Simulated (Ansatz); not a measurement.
## SnO under changes of volume

One of the cells (17.769 Å³/atom); the others are scaled copies at fixed shape and fractional positions:

```
Sn O
1.0
     3.81370    0.00000    0.00000
     0.00000    3.81370    0.00000
     0.00000    0.00000    4.88691
Sn O
2 2
Direct
  0.50000 0.00000 0.76463
  0.00000 0.50000 0.23537
  0.00000 0.00000 0.00000
  0.50000 0.50000 0.00000
```

The cell is a database's computed one.

| Item | Value |
| --- | --- |
| Program | Ansatz 0.2.0 |
| Functional | PBE |
| Potentials or basis | Ansatz PAW |
| Cutoff | 420 eV (not typed: the program's choice for these potentials) |
| k mesh | 7 × 7 × 6 |
| Occupations | fermi-dirac, width 0.05 eV |
| Spin | no spin polarisation |

| volume (Å³/atom) | energy over the lowest point (meV/atom) | pressure (GPa) | gap on the mesh (eV) | largest force (eV/Å) |
| --- | --- | --- | --- | --- |
| 16.703 | 53.94 | 10.6 | 0.14 | 1.322 |
| 17.058 | 33.24 | 8.0 | 0.22 | 0.978 |
| 17.414 | 18.02 | 5.7 | 0.30 | 0.663 |
| 17.769 | ? | ? | ? | ? |
| 18.125 | 1.83 | 1.7 | 0.44 | 0.101 |
| 18.480 | 0.00 | 0.0 | 0.51 | 0.150 |
| 18.835 | 1.71 | -1.5 | 0.57 | 0.384 |

Q: What does the run at 17.769 Å³/atom give?

A: Energy over the lowest point 7.72 meV/atom; pressure 3.6 GPa; gap on the mesh 0.37 eV; largest force 0.371 eV/Å.

Worked out: A Birch-Murnaghan fit of order 3 (a polynomial in V^(-2/3)) to the other rows has its minimum at 18.48 Å³/atom with B0 = V·E''(V) = 84 GPa and B' = 4.4 at fixed shape and positions, which overstates the stiffness. It gives 7.72 meV/atom at 17.769 Å³/atom, against the run's 7.72, and -dE/dV = 3.6 GPa, against 3.6. A straight line through the other rows of the gap, of slope 3.59 eV per unit of ln V, gives 0.37 eV, against the run's 0.37.

Energies are extrapolated to zero smearing.

Caveats: odd divisions of the mesh miss points on the zone boundary, where band edges often lie, so the gap on the mesh can be too wide; spin-orbit coupling is left out, which moves the levels of the heavy elements; forces of over 1 eV/Å show positions far from the minimum, so gaps and moduli don't describe the material at rest (some runs).

A mesh can miss the band edges.
